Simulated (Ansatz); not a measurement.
# Mo/GaN/TaN: conductance against the thickness of the layer, part 6 of 8

Aim: the conductance of Mo/GaN/TaN junctions as the barrier thickens. The lower electrode is Mo bcc(001), the upper one TaN rock salt(001); the barrier is GaN zinc blende(001) (Ga and Ga faces). In the first transport cell, after relaxation, the nearest pair of electrode and barrier is Mo–Ga at 2.81 Å, at a slant, at the lower face and Ta–Ga at 2.73 Å, at a slant, at the upper one. All share a net of side 3.217 Å, which strains the lower electrode by +2.1 %, the upper one by +2.9 % and the barrier by +0.0 %, against typed lattice constants near PBE's. The first steps treat the bulk electrodes alone.

Ansatz 0.2.0; PBE DFT, plane waves, PAW files (the session's first sound run).

So far, transmission at the Fermi level (a spin, zone mean): step 5 (transmission over a wide range of energy) 0.00105; step 6 (40 atoms, atomic planes in the barrier 5, gap between the …) 0.0345. Also channels of the lower lead: step 5 1.7.

## Step 7: Conductance, atomic planes in the barrier 7, gap between the electrodes 11.2 Å

Level of this step: PBE DFT, plane waves, PAW files; ballistic transmission by layer matching between semi-infinite leads (Ansatz).

System of this step: Mo/GaN/TaN. The cell holds 42 atoms: 11 Mo, 4 Ga, 15 N and 12 Ta. Cell: a = 3.217 Å, b = 3.217 Å, c = 64.702 Å, α = 90.0°, β = 90.0°, γ = 90.0°. Regions: left electrode, 11 atoms (11 Mo); barrier, 7 atoms (4 Ga and 3 N); right electrode, 24 atoms (12 N and 12 Ta). Vacuum lies along c.

Barrier layers are added or taken out in the middle, and the relaxed faces stay.

input.yaml reads:

```yaml
crystal:
  lattice:
    - [3.217, 0.0, 0.0]
    - [0.0, 3.217, 0.0]
    - [0.0, 0.0, 64.7019349236]
  atoms:
    - { symbol: Mo, position: [0.03145481, 0.67857205, 0.1081884183] }
    - { symbol: Mo, position: [0.53145481, 0.17857205, 0.1323237373] }
    - { symbol: Mo, position: [0.03145481, 0.67857205, 0.1564590563] }
    - { symbol: Mo, position: [0.53145481, 0.17857205, 0.1805943753] }
    - { symbol: Mo, position: [0.03145481, 0.67857205, 0.2047296942] }
    - { symbol: Mo, position: [0.53145481, 0.17857205, 0.2288650132] }
    - { symbol: Mo, position: [0.03145481, 0.67857205, 0.2530003322] }
    - { symbol: Mo, position: [0.53145481, 0.17857205, 0.2771356512] }
    - { symbol: Mo, position: [0.03145481, 0.67857205, 0.3012709702] }
    - { symbol: Mo, position: [0.53145481, 0.17857205, 0.3254062892] }
    - { symbol: Mo, position: [0.03154349, 0.67832589, 0.346659797] }
    - { symbol: Ga, position: [0.53188234, 0.17795848, 0.3722772706] }
    - { symbol: "N", position: [0.03199695, 0.17731485, 0.3911463933] }
    - { symbol: Ga, position: [0.03226836, 0.67726766, 0.4086552695] }
    - { symbol: "N", position: [0.53261228, 0.67650631, 0.4263192423] }
    - { symbol: Ga, position: [0.52906163, 0.17636645, 0.4438340248] }
    - { symbol: "N", position: [0.0341895, 0.17582422, 0.4615567078] }
    - { symbol: Ga, position: [0.96025855, 0.67505346, 0.4795051518] }
    - { symbol: "N", position: [0.23891474, 0.18617268, 0.5193883537] }
    - { symbol: Ta, position: [0.73660487, 0.68515706, 0.5201965835] }
    - { symbol: "N", position: [0.67818251, 0.73889152, 0.5538020801] }
    - { symbol: Ta, position: [0.17818251, 0.23889152, 0.5538020801] }
    - { symbol: "N", position: [0.17818251, 0.23889152, 0.5876030302] }
    - { symbol: Ta, position: [0.67818251, 0.73889152, 0.5876030302] }
    - { symbol: "N", position: [0.67818251, 0.73889152, 0.6214039804] }
    - { symbol: Ta, position: [0.17818251, 0.23889152, 0.6214039804] }
    - { symbol: "N", position: [0.17818251, 0.23889152, 0.6552049306] }
    - { symbol: Ta, position: [0.67818251, 0.73889152, 0.6552049306] }
    - { symbol: "N", position: [0.67818251, 0.73889152, 0.6890058807] }
    - { symbol: Ta, position: [0.17818251, 0.23889152, 0.6890058807] }
    - { symbol: "N", position: [0.17818251, 0.23889152, 0.7228068309] }
    - { symbol: Ta, position: [0.67818251, 0.73889152, 0.7228068309] }
    - { symbol: "N", position: [0.67818251, 0.73889152, 0.7566077811] }
    - { symbol: Ta, position: [0.17818251, 0.23889152, 0.7566077811] }
    - { symbol: "N", position: [0.17818251, 0.23889152, 0.7904087312] }
    - { symbol: Ta, position: [0.67818251, 0.73889152, 0.7904087312] }
    - { symbol: "N", position: [0.67818251, 0.73889152, 0.8242096814] }
    - { symbol: Ta, position: [0.17818251, 0.23889152, 0.8242096814] }
    - { symbol: "N", position: [0.17818251, 0.23889152, 0.8580106315] }
    - { symbol: Ta, position: [0.67818251, 0.73889152, 0.8580106315] }
    - { symbol: "N", position: [0.67818251, 0.73889152, 0.8918115817] }
    - { symbol: Ta, position: [0.17818251, 0.23889152, 0.8918115817] }
kpoints:
  mp_grid: { grid: [8, 8, 1] }
scf:
  occupations: { method: fermi_dirac, width: 0.1 }
  max_iter: 150
hamiltonian:
  xc: pbe
output:
  transmission:
    kmesh: [26, 26]
    e_range: [-0.26, 0.27]
    de: 0.0375
    leads: [[4, 5], [30, 32]]
```

Started as:

```sh
ansatz run input.yaml --threads 8 --pin off --max-ram 24576MiB --backend cpu --events-out ev --progress --plain --runs-dir out
```

Numbers of over 12 decimals in the logs are rounded to 6 here.

The program printed:

```text
[...]
Crystal: 42 atoms, lattice volume = 669.606 Å³
Basis set: ecut = 420 eV, 13097 PW (Γ)
Bands: 263, of which v1, the nominal top of the filled ones, is band 219 counted from 1 (218 counted from 0)
Symmetry: 1 space group operations
[...]
k-points: 34 of 64 (time reversal used)
[...]
SCF iter   1: F=—  HF=-194611.827590 eV  |F-HF|=—  |Δ(HF+E_count)|=         —  Δρ=8.00e-3  dr2=5.29e1  ethr=1.77e-3  ⟨swp⟩=7.5  Hψ=40051  notcnv=0
[...]
SCF iter  10: F=-194611.641421 eV  HF=-194611.641421 eV  |F-HF|=1.61e-8  |Δ(HF+E_count)|=   1.33e-8  Δρ=1.17e-6  dr2=2.53e-8  ethr=2.29e-11  ⟨swp⟩=8.0  Hψ=23915  notcnv=0
SCF 1 converged in 10 iterations: F = -194611.641421 eV  dr2 = 2.53e-8
[...]
transmission: 2108 of 21080 steps passed
transmission: 4216 of 21080 steps passed
[...]
transmission: 21080 of 21080 steps passed
SCF converged after 10 iterations
Free energy (F): -194611.641421 eV
[...]
Internal energy: -194610.893189 eV  (E = F + TS)
E sigma→0 (E₀):  -194611.267305 eV
Entropy (-TS):   -0.748233 eV (-17.815 meV/atom)
Fermi energy:    14.251207 eV
[...]
--- Band table (eV; the first three rows and the last of 34) ---
  k-point 0: bands = [... 215 lower, 13.2101, 13.2126, 13.3223, 13.4667, 13.4678, 13.4887, 13.5658, 13.7337, ... 40 higher]
  k-point 1: bands = [... 215 lower, 13.1426, 13.3871, 13.4287, 13.4579, 13.5153, 13.6630, 13.6867, 13.7549, ... 40 higher]
  k-point 2: bands = [... 215 lower, 13.5603, 13.5858, 13.7460, 13.7707, 13.8259, 13.9408, 14.0268, 14.1348, ... 40 higher]
  k-point 33: bands = [... 215 lower, 14.4832, 14.7209, 14.7868, 15.0923, 15.1517, 15.2161, 15.5481, 15.5946, ... 40 higher]
--- Transmission ---
  basis      : 89 plane waves across, 62 finite elements along
  points     : 340, standing for a mesh of 26 x 26
[...]
filled         : 24.1 meV under the level at which it is neutral
    channels       : 1.665680e0 a spin
[...]
slowest decay  : 0.0306 /Å at (-0.3846, 0.3846)
[...]
filled         : 4.6 meV under the level at which it is neutral
    channels       : 2.079882e0 a spin
[...]
slowest decay  : 0.0247 /Å at (-0.3077, 0.1154)
  junction   : crystal 0 to crystal 1, 14.73 to 44.98 Å
    transmission   : 5.563607e-3 a spin
[...]
resistance     : 2.4796e-1 Ω µm² beyond half of each lead's own
```

It took 13 min on 8 threads of Arm Neoverse V1, shared host; peak memory 8.6 GiB.

This step gave:

```yaml
free_energy: -194611.6414 eV
fermi_energy: 14.25 eV
transmission_at_the_fermi_level_a_spin_zone_mean: 0.005564
channels_of_the_lower_lead: 1.666
potential_step_in_the_upper_lead: 8.4 meV
junction_conductance: 4.02e12 S/m²
error_estimates_by_source_in_the_log_s_order: 0.7, 0.9, 26.8, 53.6, 3.4 %
resistance_area_product_beyond_the_leads: 0.2480 Ω um²
```

One spin. Transmission, zone mean against energy, zero at the Fermi level:

```
energy (eV)  transmission, zone mean
     -0.260                  0.00595
     -0.223                  0.00603
     -0.185                  0.00770
     -0.147                  0.00673
     -0.110                  0.00683
     -0.072                  0.00717
     -0.035                  0.00506
      0.003                  0.00556
      0.040                  0.00484
      0.077                  0.00493
      0.115                  0.00501
      0.152                  0.00557
      0.190                  0.00494
      0.228                  0.00465
      0.265                  0.00427
```

One spin. The open channels, zone mean by energy, zero at the Fermi level:

```
energy (eV)  lower lead  upper lead
     -0.260        1.62        1.85
     -0.223        1.61        1.90
     -0.185        1.62        1.99
     -0.147        1.63        1.95
     -0.110        1.61        1.98
     -0.072        1.62        1.95
     -0.035        1.61        1.97
      0.003        1.67        2.08
      0.040        1.67        2.01
      0.077        1.72        2.07
      0.115        1.78        2.09
      0.152        1.89        2.12
      0.190        1.93        2.16
      0.228        1.97        2.15
      0.265        2.04        2.10
```

Transmission over k1 and k2. At 0.0025 eV from the Fermi level.

Ten even steps from '_' (0.000) to '@' (0.118):
```
::::..________________....__....________________..::
....__________________..__--______________________..
..________________..________________________________
____________________________________________________
________________________==%%@@______________________
______________________--**__##::____________________
____________________....______..____________________
____________________________________________________
____________________________________________________
________________________......______________________
____::________________==......--..__________________
..__________________....::__::....__________________
____________________..............__________________
..__________________....::__::....__________________
____________________..--......==________________::__
________________________......______________________
____________________________________________________
____________________________________________________
______________________..______....__________________
______________________::##__**--____________________
________________________@@%%==______________________
____________________________________________________
..________________________________..________________
....______________________--__..__________________..
::::..________________....__....________________..::
::::..________________..--__--..________________..::
```
Columns: k1 (b1) from -0.5 to 0.462; rows upwards: k2 (b2) from -0.5 to 0.462.

G = 4.0e12 S/m² (1/G = 0.249 Ω µm²), 0.16 times the step before of this kind. The largest error estimate is 54 %, from the leads' potential steps. In the worse lead the potential repeats within 53 meV, which the program flags as too much for a lead, so G carries that doubt.

## Step 8: Conductance, 44 atoms

System of this step: Mo/GaN/TaN. The cell holds 44 atoms: 11 Mo, 5 Ga, 16 N and 12 Ta. Cell: a = 3.217 Å, b = 3.217 Å, c = 66.976 Å, α = 90.0°, β = 90.0°, γ = 90.0°. Regions: left electrode, 11 atoms (11 Mo); barrier, 9 atoms (5 Ga and 4 N); right electrode, 24 atoms (12 N and 12 Ta). Vacuum lies along c.

Barrier layers are added or taken out in the middle, and the relaxed faces stay.

input.yaml reads:

```yaml
crystal:
  lattice:
    - [3.217, 0.0, 0.0]
    - [0.0, 3.217, 0.0]
    - [0.0, 0.0, 66.9758733452]
  atoms:
    - { symbol: Mo, position: [0.03145481, 0.67857205, 0.1045152478] }
    - { symbol: Mo, position: [0.53145481, 0.17857205, 0.127831134] }
    - { symbol: Mo, position: [0.03145481, 0.67857205, 0.1511470201] }
    - { symbol: Mo, position: [0.53145481, 0.17857205, 0.1744629063] }
    - { symbol: Mo, position: [0.03145481, 0.67857205, 0.1977787925] }
    - { symbol: Mo, position: [0.53145481, 0.17857205, 0.2210946786] }
    - { symbol: Mo, position: [0.03145481, 0.67857205, 0.2444105648] }
    - { symbol: Mo, position: [0.53145481, 0.17857205, 0.2677264509] }
    - { symbol: Mo, position: [0.03145481, 0.67857205, 0.2910423371] }
    - { symbol: Mo, position: [0.53145481, 0.17857205, 0.3143582233] }
    - { symbol: Mo, position: [0.03154349, 0.67832589, 0.3348901404] }
    - { symbol: Ga, position: [0.53188234, 0.17795848, 0.3596378596] }
    - { symbol: "N", position: [0.03199695, 0.17731485, 0.3778663453] }
    - { symbol: Ga, position: [0.03226836, 0.67726766, 0.394780767] }
    - { symbol: "N", position: [0.53236156, 0.67692438, 0.4118450197] }
    - { symbol: Ga, position: [0.53227641, 0.17684642, 0.4287726012] }
    - { symbol: "N", position: [0.03261228, 0.17650631, 0.445796625] }
    - { symbol: Ga, position: [0.02906163, 0.67636645, 0.4627167525] }
    - { symbol: "N", position: [0.5341895, 0.67582422, 0.479837722] }
    - { symbol: Ga, position: [0.46025855, 0.17505346, 0.4971767875] }
    - { symbol: "N", position: [0.73891474, 0.68617268, 0.5357058907] }
    - { symbol: Ta, position: [0.23660487, 0.18515706, 0.5364866797] }
    - { symbol: "N", position: [0.17818251, 0.23889152, 0.5689512158] }
    - { symbol: Ta, position: [0.67818251, 0.73889152, 0.5689512158] }
    - { symbol: "N", position: [0.67818251, 0.73889152, 0.6016045694] }
    - { symbol: Ta, position: [0.17818251, 0.23889152, 0.6016045694] }
    - { symbol: "N", position: [0.17818251, 0.23889152, 0.6342579231] }
    - { symbol: Ta, position: [0.67818251, 0.73889152, 0.6342579231] }
    - { symbol: "N", position: [0.67818251, 0.73889152, 0.6669112767] }
    - { symbol: Ta, position: [0.17818251, 0.23889152, 0.6669112767] }
    - { symbol: "N", position: [0.17818251, 0.23889152, 0.6995646303] }
    - { symbol: Ta, position: [0.67818251, 0.73889152, 0.6995646303] }
    - { symbol: "N", position: [0.67818251, 0.73889152, 0.732217984] }
    - { symbol: Ta, position: [0.17818251, 0.23889152, 0.732217984] }
    - { symbol: "N", position: [0.17818251, 0.23889152, 0.7648713376] }
    - { symbol: Ta, position: [0.67818251, 0.73889152, 0.7648713376] }
    - { symbol: "N", position: [0.67818251, 0.73889152, 0.7975246913] }
    - { symbol: Ta, position: [0.17818251, 0.23889152, 0.7975246913] }
    - { symbol: "N", position: [0.17818251, 0.23889152, 0.8301780449] }
    - { symbol: Ta, position: [0.67818251, 0.73889152, 0.8301780449] }
    - { symbol: "N", position: [0.67818251, 0.73889152, 0.8628313985] }
    - { symbol: Ta, position: [0.17818251, 0.23889152, 0.8628313985] }
    - { symbol: "N", position: [0.17818251, 0.23889152, 0.8954847522] }
    - { symbol: Ta, position: [0.67818251, 0.73889152, 0.8954847522] }
kpoints:
  mp_grid: { grid: [8, 8, 1] }
scf:
  occupations: { method: fermi_dirac, width: 0.1 }
  max_iter: 150
hamiltonian:
  xc: pbe
output:
  transmission:
    kmesh: [26, 26]
    e_range: [-0.26, 0.27]
    de: 0.0375
    leads: [[4, 5], [32, 34]]
```

The program printed:

```text
[...]
Crystal: 44 atoms, lattice volume = 693.139 Å³
Basis set: ecut = 420 eV, 13551 PW (Γ)
Bands: 273, of which v1, the nominal top of the filled ones, is band 228 counted from 1 (227 counted from 0)
Symmetry: 1 space group operations
[...]
k-points: 34 of 64 (time reversal used)
[...]
channels       : 1.665680e0 a spin
[...]
slowest decay  : 0.0306 /Å at (0.3846, 0.3846)
[...]
filled         : 4.2 meV under the level at which it is neutral
    channels       : 2.079882e0 a spin
[...]
slowest decay  : 0.0247 /Å at (0.3077, 0.1154)
  junction   : crystal 0 to crystal 1, 14.73 to 47.25 Å
    transmission   : 1.132558e-3 a spin
[...]
resistance     : 1.1532e0 Ω µm² beyond half of each lead's own
[key lines of the parts left out:]
SCF converged after 11 iterations
Free energy (F): -198779.549374 eV
Fermi energy:    14.125042 eV
```

Run time: 14 min. Hardware: 8 threads; peak memory 9.2 GiB; 86 min of CPU time.

G = 8.7e11 S/m² (1/G = 1.15 Ω µm²), 0.22 times the step before of this kind. The largest error estimate is 61 %, from the leads' potential steps. In the worse lead the potential repeats within 53 meV, which the program flags as too much for a lead, so G carries that doubt.

## Step 9: Conductance, atomic planes in the barrier 11, gap between the electrodes 15.75 Å

System of this step: Mo/GaN/TaN. The cell holds 46 atoms: 11 Mo, 6 Ga, 17 N and 12 Ta. Its edges and angles: a = 3.217 Å, b = 3.217 Å, c = 69.250 Å, α = 90.0°, β = 90.0°, γ = 90.0°. Regions: left electrode, 11 atoms (11 Mo); barrier, 11 atoms (6 Ga and 5 N); right electrode, 24 atoms (12 N and 12 Ta). Vacuum lies along c.

Barrier layers are added or taken out in the middle, and the relaxed faces stay.

input.yaml reads:

```yaml
crystal:
  lattice:
    - [3.217, 0.0, 0.0]
    - [0.0, 3.217, 0.0]
    - [0.0, 0.0, 69.2498117668]
  atoms:
    - { symbol: Mo, position: [0.03145481, 0.67857205, 0.1010833073] }
    - { symbol: Mo, position: [0.53145481, 0.17857205, 0.1236335756] }
    - { symbol: Mo, position: [0.03145481, 0.67857205, 0.146183844] }
    - { symbol: Mo, position: [0.53145481, 0.17857205, 0.1687341123] }
    - { symbol: Mo, position: [0.03145481, 0.67857205, 0.1912843807] }
    - { symbol: Mo, position: [0.53145481, 0.17857205, 0.213834649] }
    - { symbol: Mo, position: [0.03145481, 0.67857205, 0.2363849174] }
    - { symbol: Mo, position: [0.53145481, 0.17857205, 0.2589351857] }
    - { symbol: Mo, position: [0.03145481, 0.67857205, 0.2814854541] }
    - { symbol: Mo, position: [0.53145481, 0.17857205, 0.3040357224] }
    - { symbol: Mo, position: [0.03154349, 0.67832589, 0.3238934382] }
    - { symbol: Ga, position: [0.53188234, 0.17795848, 0.3478285228] }
    - { symbol: "N", position: [0.03199695, 0.17731485, 0.3654584444] }
    - { symbol: Ga, position: [0.03226836, 0.67726766, 0.3818174516] }
    - { symbol: "N", position: [0.53236156, 0.67692438, 0.3983213697] }
    - { symbol: Ga, position: [0.53227641, 0.17684642, 0.4146931046] }
    - { symbol: "N", position: [0.03236156, 0.17692438, 0.4311581149] }
    - { symbol: Ga, position: [0.03227641, 0.67684642, 0.4475298497] }
    - { symbol: "N", position: [0.53261228, 0.67650631, 0.46399486] }
    - { symbol: Ga, position: [0.52906163, 0.17636645, 0.4803593856] }
    - { symbol: "N", position: [0.0341895, 0.17582422, 0.4969181582] }
    - { symbol: Ga, position: [0.96025855, 0.67505346, 0.5136878652] }
    - { symbol: "N", position: [0.23891474, 0.18617268, 0.550951798] }
    - { symbol: Ta, position: [0.73660487, 0.68515706, 0.5517069485] }
    - { symbol: "N", position: [0.67818251, 0.73889152, 0.5831054548] }
    - { symbol: Ta, position: [0.17818251, 0.23889152, 0.5831054548] }
    - { symbol: "N", position: [0.17818251, 0.23889152, 0.6146865786] }
    - { symbol: Ta, position: [0.67818251, 0.73889152, 0.6146865786] }
    - { symbol: "N", position: [0.67818251, 0.73889152, 0.6462677024] }
    - { symbol: Ta, position: [0.17818251, 0.23889152, 0.6462677024] }
    - { symbol: "N", position: [0.17818251, 0.23889152, 0.6778488262] }
    - { symbol: Ta, position: [0.67818251, 0.73889152, 0.6778488262] }
    - { symbol: "N", position: [0.67818251, 0.73889152, 0.70942995] }
    - { symbol: Ta, position: [0.17818251, 0.23889152, 0.70942995] }
    - { symbol: "N", position: [0.17818251, 0.23889152, 0.7410110738] }
    - { symbol: Ta, position: [0.67818251, 0.73889152, 0.7410110738] }
    - { symbol: "N", position: [0.67818251, 0.73889152, 0.7725921976] }
    - { symbol: Ta, position: [0.17818251, 0.23889152, 0.7725921976] }
    - { symbol: "N", position: [0.17818251, 0.23889152, 0.8041733214] }
    - { symbol: Ta, position: [0.67818251, 0.73889152, 0.8041733214] }
    - { symbol: "N", position: [0.67818251, 0.73889152, 0.8357544452] }
    - { symbol: Ta, position: [0.17818251, 0.23889152, 0.8357544452] }
    - { symbol: "N", position: [0.17818251, 0.23889152, 0.867335569] }
    - { symbol: Ta, position: [0.67818251, 0.73889152, 0.867335569] }
    - { symbol: "N", position: [0.67818251, 0.73889152, 0.8989166927] }
    - { symbol: Ta, position: [0.17818251, 0.23889152, 0.8989166927] }
kpoints:
  mp_grid: { grid: [8, 8, 1] }
scf:
  occupations: { method: fermi_dirac, width: 0.1 }
  max_iter: 150
hamiltonian:
  xc: pbe
output:
  transmission:
    kmesh: [26, 26]
    e_range: [-0.26, 0.27]
    de: 0.0375
    leads: [[4, 5], [34, 36]]
```

The program printed:

```text
[...]
Crystal: 46 atoms, lattice volume = 716.672 Å³
Basis set: ecut = 420 eV, 14023 PW (Γ)
Bands: 284, of which v1, the nominal top of the filled ones, is band 237 counted from 1 (236 counted from 0)
Symmetry: 1 space group operations
[...]
k-points: 34 of 64 (time reversal used)
[...]
channels       : 1.665680e0 a spin
[...]
slowest decay  : 0.0305 /Å at (0.3846, 0.3846)
[...]
filled         : 5.0 meV under the level at which it is neutral
    channels       : 2.079882e0 a spin
[...]
slowest decay  : 0.0245 /Å at (0.3077, 0.1154)
  junction   : crystal 0 to crystal 1, 14.73 to 49.52 Å
    transmission   : 3.243893e-4 a spin
[...]
resistance     : 4.6838e0 Ω µm² beyond half of each lead's own
[key lines of the parts left out:]
SCF converged after 11 iterations
Free energy (F): -202947.457438 eV
Fermi energy:    14.006976 eV
```

Wall time 15 min (8 threads); peak memory 9.9 GiB; 1.6 h of CPU time.

G = 2.1e11 S/m² (1/G = 4.68 Ω µm²), 0.25 times the step before of this kind. The largest error estimate is 52 %, from the leads' potential steps. In the worse lead the potential repeats within 53 meV, which the program flags as too much for a lead, so G carries that doubt.

[end of part 6 of 8]

[Logs are printed without paths, hosts, clocks, repeated set-up lines and the standing remarks that a program may print on its own settings, such as how far it seeks lower states.]

[Hosts, paths, dates, database ids (printed as entryN), source tags and the programs' standing remarks are cut or masked in the printed files.]
